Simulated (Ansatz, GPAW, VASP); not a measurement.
# One calculation of PbF2, 3 ways

```
Pb F
1.0
     0.00000    2.96366    2.96366
     2.96366    0.00000    2.96366
     2.96366    2.96366    0.00000
Pb F
1 2
Direct
  0.00000 0.00000 0.00000
  0.75000 0.75000 0.75000
  0.25000 0.25000 0.25000
```

Alike in all runs: task single point; functional RPBE; k mesh 8 × 8 × 8; occupations gaussian, width 0.05 eV; no spin polarisation; no spin-orbit coupling. Pressure is positive in compression and, in plane waves, holds the error of the finite cutoff, which Ansatz's Pulay term estimates and takes out.

```
                                                    program and potentials  plane-wave cutoff (eV)                                                                                   notes  band gap (eV)  pressure (GPa)
                                                        Ansatz, Ansatz PAW                     420  potentials made for PBE, which Ansatz adapts in part; Pulay term of +0.40 GPa included           4.55            5.94
GPAW, the program's PAW data sets (release 1.2.1) made for this functional                     800                                                                                       -           4.47            4.58
                                       VASP, PBE PAW files F, Pb_d, 520 eV                     520                                                                 potentials made for PBE           4.55            5.73
```

The band gap spans 4.47 (GPAW, the program's PAW data sets (release 1.2.1) made for this functional) to 4.55 eV (Ansatz, Ansatz PAW). The pressure spans 4.58 (GPAW, the program's PAW data sets (release 1.2.1) made for this functional) to 5.94 GPa (Ansatz, Ansatz PAW). Some sets were made for another functional than the one run, which can shift their rows. Spin-orbit coupling, left out here, moves the band edges of heavy atoms. The gap is indirect and read on the mesh alone.

Differences between rows come from potentials, basis sets and numerical settings, since the functional is the same but for its coding. Runs on potential files found faulty are left out.
